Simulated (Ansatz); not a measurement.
Free-standing chains of the atoms of Ti, named by their start (strip: triangular double chain, ladder: square double chain); atoms and period are relaxed, and energies count from relaxed bulk Ti (Im-3m, not its usual structure, 17.25 Å³/atom, gap on the mesh 0.00 eV).

Level of theory: DFT PBE, scalar-relativistic, plane waves, PAW in Ansatz 0.2.0.

Cutoff 420 eV, Gaussian smearing of 0.05 eV, energies at zero smearing, symmetry of each start kept, collinear spin where a moment is listed.

```csv
start,atoms,k mesh,excess energy (eV per host atom),period (Å),highest filled level or Fermi level under vacuum (eV),size of the moment (μB per cell)
linear chain,1,1×1×25,3.517,2.229,3.59,0.87
zigzag chain*,2,1×1×14,2.289,2.613,-,0.30
ladder chain,4,1×1×13,2.747,4.993,-,5.54
strip chain,2,1×1×24,2.286,2.632,-,0.35
```

Zero in every row: gap on the mesh (eV).

* ends far from its start.

The program reads another magnetic order as possibly lower.

Each run keeps its start's symmetry and one magnetic start, so lower states can exist. Rows stand on unlike meshes and boxes, so starts that end alike can differ by a few hundredths of an eV per atom.

Cost: 4 runs of about 9.9 core-minutes in all, on Arm Neoverse V1 (shared hosts).